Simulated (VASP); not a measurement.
# Al2O3 (Corundum) (R-3c) in VASP: notebook, part 2 of 2

VASP 6.6.1.

## Step 3: Relaxation of cell and atoms, PBEsol

This run uses another cell than the first one, of 8.50 Å³/atom, 1.020 times its volume.

INCAR

```
  PREC = Accurate
  ENCUT = 600
  EDIFF = 1E-6
  ISMEAR = 0
  SIGMA = 0.03
  LREAL = F
  LASPH = T
  NELM = 80
  ALGO = Normal
  ISIF = 3
  LWAVE = F
  LCHARG = F
  GGA = PS
  IBRION = 2
  NSW = 90
  EDIFFG = -0.01
  KPAR = 2
```

KPOINTS

```
Automatic mesh
0
Gamma
  7 7 7
```

POSCAR

```
Al2O3
1.0
    2.3802500000      1.3742379782      4.3318666667
   -2.3802500000      1.3742379782      4.3318666667
    0.0000000000     -2.7484759565      4.3318666667
Al O
4 6
Direct
    0.3521600000      0.3521600000      0.3521600000
    0.1478400000      0.1478400000      0.1478400000
    0.6478400000      0.6478400000      0.6478400000
    0.8521600000      0.8521600000      0.8521600000
    0.5566800000      0.9433200000      0.2500000000
    0.2500000000      0.5566800000      0.9433200000
    0.9433200000      0.2500000000      0.5566800000
    0.4433200000      0.0566800000      0.7500000000
    0.7500000000      0.4433200000      0.0566800000
    0.0566800000      0.7500000000      0.4433200000
```

Potentials or basis: VASP PAW PBE potentials, release 64 (Al, O).

On the command line:

```
> cat potpaw_PBE.64/Al/POTCAR potpaw_PBE.64/O/POTCAR > POTCAR
> mpirun -np 2 vasp_std > vasp.out
```

OUTCAR:

```text
PREC = Accurate
   ENCUT = 600
   EDIFF = 1E-6
   ISMEAR = 0
   LREAL = F
   LASPH = T
   NELM = 80
   ISIF = 3
   GGA = PS
   IBRION = 2
   NSW = 90
   EDIFFG = -0.01

 ion  position               nearest neighbor table
   1  0.352  0.352  0.352-   9 1.85  10 1.85   8 1.85   7 1.97   5 1.97   6 1.97   2 2.66   3 2.79
                             3 2.79   3 2.79   2 3.22   2 3.22   2 3.22
   2  0.148  0.148  0.148-  10 1.85   9 1.85   8 1.85   6 1.97   5 1.97   7 1.97   1 2.66   4 2.79
                             4 2.79   4 2.79   1 3.22   1 3.22   1 3.22
   3  0.648  0.648  0.648-   6 1.85   7 1.85   5 1.85  10 1.97   8 1.97   9 1.97   4 2.66   1 2.79
                             1 2.79   1 2.79   4 3.22   4 3.22   4 3.22
   4  0.852  0.852  0.852-   7 1.85   6 1.85   5 1.85   9 1.97   8 1.97  10 1.97   3 2.66   2 2.79
                             2 2.79   2 2.79   3 3.22   3 3.22   3 3.22
   5  0.557  0.943  0.250-   3 1.85   4 1.85   1 1.97   2 1.97
   6  0.250  0.557  0.943-   3 1.85   4 1.85   2 1.97   1 1.97
   7  0.943  0.250  0.557-   4 1.85   3 1.85   1 1.97   2 1.97
   8  0.443  0.057  0.750-   1 1.85   2 1.85   3 1.97   4 1.97
   9  0.750  0.443  0.057-   1 1.85   2 1.85   4 1.97   3 1.97
  10  0.057  0.750  0.443-   2 1.85   1 1.85   3 1.97   4 1.97

  LATTYP: Found a trigonal (rhomboedric) cell.
 ALAT       =     5.1302230849
 COS(alpha) =     0.5694707703

  Lattice vectors:

 A1 = (   2.3802500000,   1.3742379782,   4.3318666667)
 A2 = (  -2.3802500000,   1.3742379782,   4.3318666667)
 A3 = (   0.0000000000,  -2.7484759565,   4.3318666667)

Analysis of symmetry for initial positions (statically):
=====================================================================
 Subroutine PRICEL returns:
 Original cell was already a primitive cell.

 Routine SETGRP: Setting up the symmetry group for a
 trigonal (rhombohedral) supercell.

 Subroutine GETGRP returns: Found 12 space group operations
 (whereof  6 operations were pure point group operations)
 out of a pool of 12 trial point group operations.

The static configuration has the point symmetry S_6 .
[... 162 lines left out ...]
 conjugate gradient relaxation of ions
 non-spin polarized calculation
 Gauss-broadening in eV      SIGMA  =   0.03
  energy-cutoff  :      600.00
  volume of cell :       85.02
 maximum number of plane-waves:      2867
 NGX is ok and might be reduce to    42
   NGX = 21   NGY = 21   NGZ = 21

--------------------------------------- Ionic step        1  -------------------------------------------

 number of electron      48.0000003 magnetization

 Free energy of the ion-electron system (eV)
  ---------------------------------------------------
  ext. energy  EPLUGINS =         0.00000000
  ---------------------------------------------------
  free energy    TOTEN  =       -78.67665002 eV

  energy without entropy =      -78.67665002  energy(sigma->0) =      -78.67665002

------------------------ aborting loop because EDIFF is reached ----------------------------------------

  FORCE on cell =-STRESS in cart. coord.  units (eV):
  Direction    XX          YY          ZZ          XY          YZ          ZX
  --------------------------------------------------------------------------------------
  -------------------------------------------------------------------------------------
  Total        0.9213941      0.9213941      0.5410329      0.0000000     -0.0000000      0.0000000
  in kB       17.3638158     17.3638158     10.1958486      0.0000000     -0.0000000      0.0000000
  external PRESSURE =      14.9744934 kB  Pullay stress =       0.0000000 kB
[... 207 lines left out ...]
--------------------------------------- Ionic step        6  -------------------------------------------

 number of electron      48.0000000 magnetization

 Free energy of the ion-electron system (eV)
  ---------------------------------------------------
  ext. energy  EPLUGINS =         0.00000000
  ---------------------------------------------------
  free energy    TOTEN  =       -78.68048215 eV

  energy without entropy =      -78.68048215  energy(sigma->0) =      -78.68048215

 E-fermi :   6.1442     XC(G=0): -11.9095

 val. band max:        5.9565251667   @ k =   0.0000   0.0000   0.0000
 cond. band min:      12.0079179161   @ k =   0.0000   0.0000   0.0000
 fundamental gap:      6.0513927495
 Fermi energy:         6.1442427360

 k-point     1 :       0.0000    0.0000    0.0000
  band No.  band energies     occupation
      1     -13.1999      2.00000
      2     -10.8419      2.00000
      3     -10.5608      2.00000
      4     -10.5608      2.00000
      5     -10.2363      2.00000
      6     -10.2363      2.00000
[... 781 lines left out ...]
     29      17.0757      0.00000
     30      17.1596      0.00000

 [... further k-points ...]

------------------------ aborting loop because EDIFF is reached ----------------------------------------

  FORCE on cell =-STRESS in cart. coord.  units (eV):
  Direction    XX          YY          ZZ          XY          YZ          ZX
  --------------------------------------------------------------------------------------
  -------------------------------------------------------------------------------------
  Total       -0.0115184     -0.0115184     -0.0194489      0.0000000      0.0000000      0.0000000
  in kB       -0.2157099     -0.2157099     -0.3642294      0.0000000      0.0000000      0.0000000
  external PRESSURE =      -0.2652164 kB  Pullay stress =       0.0000000 kB
[... 25 lines left out ...]
  FREE ENERGIE OF THE ION-ELECTRON SYSTEM (eV)
  ---------------------------------------------------
  free  energy   TOTEN  =       -78.6804821506 eV

  energy  without entropy=      -78.6804821506  energy(sigma->0) =      -78.68048215

 reached required accuracy - stopping structural energy minimisation
```

CONTCAR:

```text
Al2O3
   1.00000000000000
     2.3863422758032682    1.3777553552748301    4.3368587553565687
    -2.3863422758032682    1.3777553552748301    4.3368587553565687
     0.0000000000000000   -2.7555107106500309    4.3368587553566051
  Al              O
     4     6
Direct
     0.3520306817670547    0.3520306817670547    0.3520306817670547
     0.1479693182329453    0.1479693182329453    0.1479693182329453
     0.6479693182329452    0.6479693182329452    0.6479693182329452
     0.8520306817670548    0.8520306817670548    0.8520306817670548
     0.5558219159211850    0.9441780840788150    0.2500000000000000
     0.2500000000000000    0.5558219159211850    0.9441780840788150
     0.9441780840788150    0.2500000000000000    0.5558219159211850
     0.4441780840788149    0.0558219159211851    0.7500000000000000
     0.7500000000000000    0.4441780840788149    0.0558219159211851
     0.0558219159211851    0.7500000000000000    0.4441780840788149

  0.00000000E+00  0.00000000E+00  0.00000000E+00
  0.00000000E+00  0.00000000E+00  0.00000000E+00
  0.00000000E+00  0.00000000E+00  0.00000000E+00
  0.00000000E+00  0.00000000E+00  0.00000000E+00
  0.00000000E+00  0.00000000E+00  0.00000000E+00
  0.00000000E+00  0.00000000E+00  0.00000000E+00
  0.00000000E+00  0.00000000E+00  0.00000000E+00
  0.00000000E+00  0.00000000E+00  0.00000000E+00
  0.00000000E+00  0.00000000E+00  0.00000000E+00
  0.00000000E+00  0.00000000E+00  0.00000000E+00
```

Run time: 2.9 min. Hardware: 2 MPI ranks of Intel Xeon Platinum 8559C (Emerald Rapids), shared host; peak memory 0.31 GiB.

What came out:

| Property | Result |
| --- | --- |
| Free energy | -78.6805 eV |
| Relaxed volume | 8.56 Å³/atom |
| Relaxed cell | a = 5.138 Å, b = 5.138 Å, c = 5.138 Å, α = 55.35°, β = 55.35°, γ = 55.35° |
| Space group after relaxing (to 0.05 Å) | R-3c (No. 167) |
| Energy gained by relaxing | 0.4 meV/atom |
| Ionic steps | 6 |
| Pressure after relaxing | 0.0 GPa |
| Largest force after relaxing | 0.009 eV/Å |
| Band gap on the k mesh | 6.05 eV, direct |

Forces in eV/Å, atoms in the order of the input:
```
Al   0.000  0.000  0.009
Al   0.000  0.000 -0.009
Al   0.000  0.000 -0.009
Al   0.000  0.000  0.009
O    0.000  0.000  0.000
O    0.000  0.000  0.000
O    0.000  0.000  0.000
O    0.000  0.000  0.000
O    0.000  0.000  0.000
O    0.000  0.000  0.000
```

Step by step:
```
step  energy change (eV)  largest force (eV/Å)  pressure (GPa)  volume (Å³)
   1              0.0000                0.0888            1.50        85.02
   2             -0.0019                0.0280           -1.28        86.00
   3             -0.0036                0.0360           -0.15        85.60
   4             -0.0036                0.0347           -0.20        85.61
   5             -0.0038                0.0113            0.00        85.54
   6             -0.0038                0.0091           -0.03        85.55
```

Final structure:
```yaml
crystal:
  lattice:
    - [2.38634, 1.37776, 4.33686]
    - [-2.38634, 1.37776, 4.33686]
    - [0.00000, -2.75551, 4.33686]
  atoms:
    - { symbol: Al, position: [0.35203, 0.35203, 0.35203] }
    - { symbol: Al, position: [0.14797, 0.14797, 0.14797] }
    - { symbol: Al, position: [0.64797, 0.64797, 0.64797] }
    - { symbol: Al, position: [0.85203, 0.85203, 0.85203] }
    - { symbol: O, position: [0.55582, 0.94418, 0.25000] }
    - { symbol: O, position: [0.25000, 0.55582, 0.94418] }
    - { symbol: O, position: [0.94418, 0.25000, 0.55582] }
    - { symbol: O, position: [0.44418, 0.05582, 0.75000] }
    - { symbol: O, position: [0.75000, 0.44418, 0.05582] }
    - { symbol: O, position: [0.05582, 0.75000, 0.44418] }
```

Levels at points of the mesh, in eV from the valence-band top:
| k point | band 22 | band 23 | band 24 | band 25 | band 26 | band 27 |
| --- | --- | --- | --- | --- | --- | --- |
| (0.00, 0.00, 0.00) | -0.04 | -0.04 | 0.00 | 6.05 | 8.91 | 10.61 |

Caveat: the PAW data sets were made with another functional, which shifts forces and pressure a little; an odd mesh through Γ misses points on the zone boundary, where band edges often lie. Zero-point motion and thermal expansion aren't in these numbers.

## Step 4: Relaxation of cell and atoms, PBEsol

This run uses another cell than the first one, of 8.56 Å³/atom, 1.026 times its volume.

INCAR: that of step 3 with these lines changed.

```diff
@@ -2,3 +2,3 @@
   ENCUT = 600
-  EDIFF = 1E-6
+  EDIFF = 1E-7
   ISMEAR = 0
@@ -15,3 +15,3 @@
   NSW = 90
-  EDIFFG = -0.01
+  EDIFFG = -0.005
   KPAR = 2
```

KPOINTS is that of step 3.

POSCAR

```
Al2O3                                   
1.0
    2.3863422758      1.3777553553      4.3368587554
   -2.3863422758      1.3777553553      4.3368587554
    0.0000000000     -2.7555107107      4.3368587554
  Al              O             
     4     6
Direct
     0.3520306817670547    0.3520306817670547    0.3520306817670547
     0.1479693182329453    0.1479693182329453    0.1479693182329453
     0.6479693182329452    0.6479693182329452    0.6479693182329452
     0.8520306817670548    0.8520306817670548    0.8520306817670548
     0.5558219159211850    0.9441780840788150    0.2500000000000000
     0.2500000000000000    0.5558219159211850    0.9441780840788150
     0.9441780840788150    0.2500000000000000    0.5558219159211850
     0.4441780840788149    0.0558219159211851    0.7500000000000000
     0.7500000000000000    0.4441780840788149    0.0558219159211851
     0.0558219159211851    0.7500000000000000    0.4441780840788149
```

On the command line:

```
> cat potpaw_PBE.64/Al/POTCAR potpaw_PBE.64/O/POTCAR > POTCAR
> mpirun -np 2 vasp_std > vasp.out
```

Run time: 78 s. Hardware: 2 MPI ranks of Intel Xeon Platinum 8559C (Emerald Rapids), shared host; peak memory 0.31 GiB.

Results (log left out):

```yaml
Free_energy: -78.6823 eV
Relaxed_volume: 8.55 Å³/atom
Relaxed_cell: a = 5.138 Å, b = 5.138 Å, c = 5.138 Å, α = 55.35°, β = 55.35°, γ = 55.35°
Space_group_after_relaxing_to_0.05_Å: R-3c (No. 167)
Energy_gained_by_relaxing: 0.0 meV/atom
Ionic_steps: 2
Pressure_after_relaxing: 0.0 GPa
Band_gap_on_the_k_mesh: 6.05 eV, direct
```

Final structure:
```
CELL_PARAMETERS angstrom
2.38617 1.37766 4.33626
-2.38617 1.37766 4.33626
0.00000 -2.75532 4.33626
ATOMIC_POSITIONS crystal
Al 0.35206 0.35206 0.35206
Al 0.14794 0.14794 0.14794
Al 0.64794 0.64794 0.64794
Al 0.85206 0.85206 0.85206
O 0.55582 0.94418 0.25000
O 0.25000 0.55582 0.94418
O 0.94418 0.25000 0.55582
O 0.44418 0.05582 0.75000
O 0.75000 0.44418 0.05582
O 0.05582 0.75000 0.44418
```

Levels at points of the mesh, in eV from the valence-band top:
| k point | band 20 | band 21 | band 22 | band 23 | band 24 | band 25 | band 26 | band 27 | band 28 | band 29 |
| --- | --- | --- | --- | --- | --- | --- | --- | --- | --- | --- |
| (0.00, 0.00, 0.00) | -0.50 | -0.50 | -0.04 | -0.04 | 0.00 | 6.05 | 8.92 | 10.61 | 11.35 | 11.35 |

Caveat: the PAW data sets were made with another functional, which shifts forces and pressure a little; an odd mesh through Γ misses points on the zone boundary, where band edges often lie.

## Step 5: Relaxation of cell and atoms, PBE

This run uses another cell than the first one, of 8.50 Å³/atom, 1.020 times its volume.

INCAR

```
ALGO = Normal
EDIFF = 1E-6
EDIFFG = -0.01
ENCUT = 300
GGA = PE
IBRION = 2
ISIF = 3
ISMEAR = 0
KPAR = 2
LASPH = T
LCHARG = F
LREAL = F
LWAVE = F
NELM = 80
NSW = 90
PREC = Accurate
SIGMA = 0.03
```

KPOINTS

```
k-points
0
Gamma
  4 4 4
```

POSCAR

```
Al2O3
1.0
    2.3802500000      1.3742379782      4.3318666667
   -2.3802500000      1.3742379782      4.3318666667
    0.0000000000     -2.7484759565      4.3318666667
Al O
4 6
Direct
    0.3521600000      0.3521600000      0.3521600000
    0.1478400000      0.1478400000      0.1478400000
    0.6478400000      0.6478400000      0.6478400000
    0.8521600000      0.8521600000      0.8521600000
    0.5566800000      0.9433200000      0.2500000000
    0.2500000000      0.5566800000      0.9433200000
    0.9433200000      0.2500000000      0.5566800000
    0.4433200000      0.0566800000      0.7500000000
    0.7500000000      0.4433200000      0.0566800000
    0.0566800000      0.7500000000      0.4433200000
```

Potentials or basis: VASP PAW PBE potentials, release 64 (Al, O_s).

On the command line:

```
> cat potpaw_PBE.64/Al/POTCAR potpaw_PBE.64/O_s/POTCAR > POTCAR
> mpirun -np 2 vasp_std > vasp.out
```

Run time: 40 s. Hardware: 2 MPI ranks of AMD EPYC 7R43 (Zen 3), shared host; peak memory 0.13 GiB.

These settings aren't checked as converged: the numbers below hold their error.

What came out:

```
Free energy                            : -74.7010 eV
Relaxed volume                         : 8.67 Å³/atom
Relaxed cell                           : a = 5.162 Å, b = 5.162 Å, c = 5.162 Å, α = 55.33°, β = 55.33°, γ = 55.33°
Space group after relaxing (to 0.05 Å) : R-3c (No. 167)
Energy gained by relaxing              : 2.8 meV/atom
Ionic steps                            : 5
Largest force after relaxing           : 0.008 eV/Å
Band gap on the k mesh                 : 5.98 eV, direct
```

Caveat: the cutoff is under 1.25 times the usual one of these potentials, so pressure, stress and relaxed cells hold a basis-set (Pulay) error.
